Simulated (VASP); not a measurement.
# Interstitial F in a supercell of TiPt3, part 6 of 6

Aim: the formation energy and local structure of interstitial F in TiPt3. The start is a cell from a database of measured crystal structures.

VASP 6.6.1, plane waves and PAW; the level of theory is named at each step.

So far. Step 7 (Reference Ti): The run ended after 6 ionic steps, 0.054 eV below its first step, once forces and stress met EDIFFG = -0.02. Step 7 (Reference Ti): Energy at zero smearing: -16.56422 eV.

The database entry behind the starting cell is an old determination (1943), so it need not match the best structure at ambient conditions.

## Step 8: Relaxing the defect (continued)

Level of this step: PBEsol, no spin polarisation; plane waves and PAW (Pt, Ti, F) (VASP).

Parts of OUTCAR (step 8):

```text
   k-points           NKPTS =      6   k-points in BZ     NKDIM =      6   number of bands    NBANDS=    164

   NELECT =     279.0000    total number of electrons

 E-fermi :  10.2758

 k-point     1 :       0.0000    0.0000    0.0000
  band No.  band energies     occupation
    ...
    140      10.2980      0.81394
    141      10.3090      0.72381
    142      10.3272      0.58087
    143      10.3272      0.58087
    144      10.3290      0.56719
    145      10.3737      0.27192
    146      10.3737      0.27192
    147      10.4478     -0.00764
    148      10.4715     -0.04547
    149      10.5378     -0.06893
    ...

  Total       28.7005997     28.7005997      6.8297249      0.0000000      0.0000000      0.0000000
  in kB       97.3021842     97.3021842     23.1544691      0.0000000      0.0000000      0.0000000
  external PRESSURE =      72.5862792 kB  Pullay stress =       0.0000000 kB

 POSITION                                       TOTAL-FORCE (eV/Angst)
 -----------------------------------------------------------------------------------
      1.92505      1.92505      0.01178         0.000349      0.000349     -0.000190
      1.92505      1.92505      3.88282         0.000349      0.000349      0.000190
      1.92505      5.86416      0.01178         0.000349     -0.000349     -0.000190
      1.92505      5.86416      3.88282         0.000349     -0.000349      0.000190
      5.86416      1.92505      0.01178        -0.000349      0.000349     -0.000190
      5.86416      1.92505      3.88282        -0.000349      0.000349      0.000190
      5.86416      5.86416      0.01178        -0.000349     -0.000349     -0.000190
      5.86416      5.86416      3.88282        -0.000349     -0.000349      0.000190
      2.26796      0.00000      1.94730         0.000033      0.000000      0.000000
      1.93443      0.00000      5.84190        -0.000128     -0.000000     -0.000000
      2.04609      3.89460      1.94730        -0.000780      0.000000      0.000000
      1.94915      3.89460      5.84190        -0.002937      0.000000      0.000000
      5.52124      0.00000      1.94730        -0.000033      0.000000      0.000000
      5.85477      0.00000      5.84190         0.000128      0.000000     -0.000000
      5.74312      3.89460      1.94730         0.000780      0.000000      0.000000
      5.84006      3.89460      5.84190         0.002937      0.000000      0.000000
      0.00000      2.26796      1.94730         0.000000      0.000033      0.000000
      0.00000      1.93443      5.84190        -0.000000     -0.000128     -0.000000
      0.00000      5.52124      1.94730         0.000000     -0.000033      0.000000
      0.00000      5.85477      5.84190        -0.000000      0.000128      0.000000
      3.89460      2.04609      1.94730         0.000000     -0.000780      0.000000
      3.89460      1.94915      5.84190        -0.000000     -0.002937     -0.000000
      3.89460      5.74312      1.94730        -0.000000      0.000780      0.000000
      3.89460      5.84006      5.84190        -0.000000      0.002937     -0.000000
[...]
-----------------------------------------------------------------------------------
    total drift:                                0.000000      0.000000      0.000000

  FREE ENERGIE OF THE ION-ELECTRON SYSTEM (eV)
  ---------------------------------------------------
  free  energy   TOTEN  =      -261.2513084433 eV

  energy  without entropy=     -261.3274260809  energy(sigma->0) =     -261.27668099

[... 5 parts as in an earlier step ...]

[... 12 further parts left out ...]
```

This run has no spin polarisation, so a moment on Ti, if there is one, isn't seen. Its electron count is odd, so without a moment it is a metal by construction. The run keeps the 16 symmetry operations of its start, so it cannot find a distortion of lower symmetry.

Step by step:

| step | energy less that of the first step (eV) | largest force (eV/Å) |
| --- | --- | --- |
| 1 | 0.0000 | 8.3376 |
| 2 | -4.4835 | 2.2981 |
| 3 | -4.5665 | 1.8724 |
| 4 | -4.5673 | 1.9176 |
| 5 | -4.9287 | 0.2592 |
| 6 | -4.9356 | 0.3050 |
| 7 | -4.9627 | 0.1542 |
| 8 | -4.9721 | 0.1445 |
| 9 | -4.9722 | 0.1568 |
| 10 | -4.9722 | 0.1449 |
| 11 | -4.9773 | 0.0486 |
| 12 | -4.9777 | 0.0401 |
| 13 | -4.9777 | 0.0386 |
| 14 | -4.9777 | 0.0395 |
| 15 | -4.9781 | 0.0353 |
| 16 | -4.9781 | 0.0354 |
| 17 | -4.9782 | 0.0071 |

The atoms that moved most (Å):

| atom | dx | dy | dz | length |
| --- | --- | --- | --- | --- |
| Pt13 | -0.321 | 0.000 | 0.000 | 0.321 |
| Pt9 | 0.321 | 0.000 | 0.000 | 0.321 |
| Pt19 | 0.000 | -0.321 | 0.000 | 0.321 |
| Pt17 | 0.000 | 0.321 | 0.000 | 0.321 |
| Ti25 | 0.000 | 0.000 | -0.102 | 0.102 |
| Ti26 | 0.000 | 0.000 | 0.102 | 0.102 |
| Pt11 | 0.099 | 0.000 | 0.000 | 0.099 |
| Pt21 | 0.000 | 0.099 | 0.000 | 0.099 |

Final coordinates:

```cif
data_structure
_symmetry_space_group_name_H-M 'P 1'
_symmetry_Int_Tables_number 1
_cell_length_a 7.7892
_cell_length_b 7.7892
_cell_length_c 7.7892
_cell_angle_alpha 90.000
_cell_angle_beta 90.000
_cell_angle_gamma 90.000
_cell_volume 472.58
loop_
_atom_site_label
_atom_site_type_symbol
_atom_site_fract_x
_atom_site_fract_y
_atom_site_fract_z
_atom_site_occupancy
Pt1 Pt 0.24714 0.24714 0.00151 1
Pt2 Pt 0.24714 0.24714 0.49849 1
Pt3 Pt 0.24714 0.75286 0.00151 1
Pt4 Pt 0.24714 0.75286 0.49849 1
Pt5 Pt 0.75286 0.24714 0.00151 1
Pt6 Pt 0.75286 0.24714 0.49849 1
Pt7 Pt 0.75286 0.75286 0.00151 1
Pt8 Pt 0.75286 0.75286 0.49849 1
Pt9 Pt 0.29117 0.00000 0.25000 1
Pt10 Pt 0.24835 0.00000 0.75000 1
Pt11 Pt 0.26268 0.50000 0.25000 1
Pt12 Pt 0.25024 0.50000 0.75000 1
Pt13 Pt 0.70883 0.00000 0.25000 1
Pt14 Pt 0.75165 0.00000 0.75000 1
Pt15 Pt 0.73732 0.50000 0.25000 1
Pt16 Pt 0.74976 0.50000 0.75000 1
Pt17 Pt 0.00000 0.29117 0.25000 1
Pt18 Pt 0.00000 0.24835 0.75000 1
Pt19 Pt 0.00000 0.70883 0.25000 1
Pt20 Pt 0.00000 0.75165 0.75000 1
Pt21 Pt 0.50000 0.26268 0.25000 1
Pt22 Pt 0.50000 0.25024 0.75000 1
Pt23 Pt 0.50000 0.73732 0.25000 1
Pt24 Pt 0.50000 0.74976 0.75000 1
Ti25 Ti 0.00000 0.00000 0.98694 1
Ti26 Ti 0.00000 0.00000 0.51306 1
Ti27 Ti 0.00000 0.50000 0.99688 1
Ti28 Ti 0.00000 0.50000 0.50312 1
Ti29 Ti 0.50000 0.00000 0.99688 1
Ti30 Ti 0.50000 0.00000 0.50312 1
Ti31 Ti 0.50000 0.50000 0.00050 1
Ti32 Ti 0.50000 0.50000 0.49950 1
F33 F 0.00000 0.00000 0.25000 1
```

This step gave:

| Item | Value |
| --- | --- |
| electronic cycles | 158 |
| electrons | 279 |
| free energy (TOTEN) | -261.2513 eV |
| energy at zero smearing | -261.2767 eV |
| Fermi energy | 10.28 eV |

Valence density in the ac plane at fractional y = 0.000, through the centre, with atoms of Pt and Ti and F within 0.45 Å of it. It is the smooth field of the valence electrons, not physical close to the nuclei.

Values in units of 1e0 e/Å³, 12 rows by 16 columns, each cell a mean:
```
0.7 0.4 0.2 0.2 0.2 0.2 0.2 0.6 0.7 0.4 0.2 0.2 0.2 0.2 0.3 0.6
0.2 0.3 0.5 1.0 1.1 0.6 0.3 0.2 0.2 0.2 0.4 0.9 1.1 0.7 0.3 0.2
0.2 0.3 1.1 2.5 2.9 1.6 0.5 0.2 0.2 0.3 1.0 2.4 2.9 1.7 0.5 0.2
0.2 0.3 1.0 2.1 2.4 1.4 0.4 0.2 0.2 0.3 0.9 2.1 2.4 1.5 0.5 0.2
0.3 0.3 0.4 0.6 0.6 0.4 0.3 0.3 0.3 0.3 0.3 0.5 0.6 0.4 0.3 0.3
0.9 0.4 0.2 0.2 0.2 0.2 0.2 0.7 0.9 0.4 0.2 0.2 0.2 0.2 0.3 0.7
0.6 0.3 0.2 0.2 0.2 0.2 0.3 0.6 0.6 0.4 0.2 0.2 0.2 0.2 0.2 0.5
0.7 0.3 0.2 0.5 1.0 1.0 0.6 0.3 0.2 0.4 0.8 1.1 0.8 0.3 0.2 0.5
8.1 1.8 0.5 1.6 2.9 2.6 1.3 0.4 0.3 0.8 2.0 3.0 2.2 0.8 0.7 5.3
5.1 1.2 0.4 1.3 2.4 2.1 1.1 0.3 0.3 0.7 1.7 2.5 1.8 0.7 0.5 3.3
0.4 0.2 0.2 0.4 0.6 0.6 0.4 0.3 0.3 0.4 0.6 0.7 0.5 0.2 0.2 0.3
0.8 0.4 0.2 0.2 0.2 0.2 0.3 0.7 0.8 0.4 0.2 0.2 0.2 0.2 0.2 0.6
```
Columns run along a (7.8 Å), rows up along c (7.8 Å). Atoms in or near the plane, at fractional coordinates: Pt at (0.29, 0.25), Pt at (0.25, 0.75), Pt at (0.71, 0.25), Pt at (0.75, 0.75), Ti at (0.00, 0.99), Ti at (0.00, 0.51), Ti at (0.50, 0.00), Ti at (0.50, 0.50), F at (0.00, 0.25).

The run ended after 17 ionic steps, 4.978 eV below its first step, once the forces on the free atoms met EDIFFG = -0.03.

F hardly moves from its start, within the 16 symmetry operations kept, and its nearest atoms are 2 Ti and 4 Pt at 2.05 to 2.27 Å.

## Step 9: Putting the energies together

This step: point defect, PBEsol; plane waves and PAW (VASP 6.6.1).

Derived from the runs above.

This step gave:

```
formation energy of the neutral defect : 1.634 eV
host formation enthalpy                : -0.8615 eV/atom
```

Formation energy:

| formation energy (eV) | largest move (Å) |
| --- | --- |
| 1.634 | 0.3207 |

The formation energy is the energy of the relaxed defect cell less that of the perfect cell, with each removed atom booked to its reference and each added atom taken from it.

References, in eV an atom: F -1.929 (F2 molecule), Pt -6.965 (crystal Fm-3m) and Ti -8.282 (crystal P6_3/mmc). They were run at the supercell's cutoff and functional, without U, and count both elements from their own phases.

## Step 10: What came out

```yaml
formation_energy_at_charge_0: 1.634 eV
host_formation_enthalpy: -0.862 eV/atom
```

Interstitial F costs 1.63 eV at the one site run, which need not be the lowest, with every exchanged atom at the energy of its element. F hardly moves from its start, within the 16 symmetry operations kept, and its nearest atoms are 2 Ti and 4 Pt at 2.05 to 2.27 Å. With metallic smearing the value can move by tenths of an eV with the k mesh. The supercell of 32 atoms is small, so interactions between images remain.

[Lines on the potential files, build, host, timing and source positions are cut from VASP's logs without a mark.]

[Logs are printed without paths, hosts, clocks, repeated set-up lines and the standing remarks that a program may print on its own settings, such as how far it seeks lower states.]

[Hosts, paths, dates, database ids (printed as entryN), source tags and the programs' standing remarks are cut or masked in the printed files.]

[In band tables of VASP the shares of atoms and orbitals are scaled to a sum of 1 inside the atoms' spheres.]

[Runs that stopped without an error message from VASP are left out.]
